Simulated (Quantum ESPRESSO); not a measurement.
# HfB2 under changes of volume

One of the cells (9.905 Å³/atom); the others are scaled copies at fixed shape and fractional positions:

```
CELL_PARAMETERS angstrom
3.14000 0.00000 0.00000
-1.57000 2.71932 0.00000
0.00000 0.00000 3.48000
ATOMIC_POSITIONS crystal
Hf 0.00000 0.00000 0.00000
B 0.66667 0.33333 0.50000
B 0.33333 0.66667 0.50000
```

| Quantity | Value |
| --- | --- |
| Program | Quantum ESPRESSO 7.5 |
| Functional | LDA |
| Potentials or basis | GBRV 1.5 LDA |
| Cutoff | 612 eV |
| Density cutoff | 4898 eV |
| k mesh | 10 × 10 × 8 |
| Occupations | fermi-dirac, width 0.05 eV |
| Spin | no spin polarisation |

```csv
volume (Å³/atom),energy over the lowest point (meV/atom),pressure (GPa)
9.311,5.84,7.5
9.509,0.00,1.3
9.707,1.51,-4.2
9.905,9.58,-9.3
10.103,23.58,-13.9
10.301,42.96,-18.0
10.499,?,?
```

Problem. What does the run at 10.499 Å³/atom give?

Solution. Energy over the lowest point 67.22 meV/atom; pressure -21.7 GPa.

Worked out: A Birch-Murnaghan fit of order 3 (a polynomial in V^(-2/3)) to the other rows has its minimum at 9.57 Å³/atom with B0 = V·E''(V) = 277 GPa and B' = 4.0 at fixed shape and positions, which overstates the stiffness. It gives 67.15 meV/atom at 10.499 Å³/atom, against the run's 67.22, and -dE/dV = -21.4 GPa, against -21.7.

Energies are extrapolated to zero smearing.
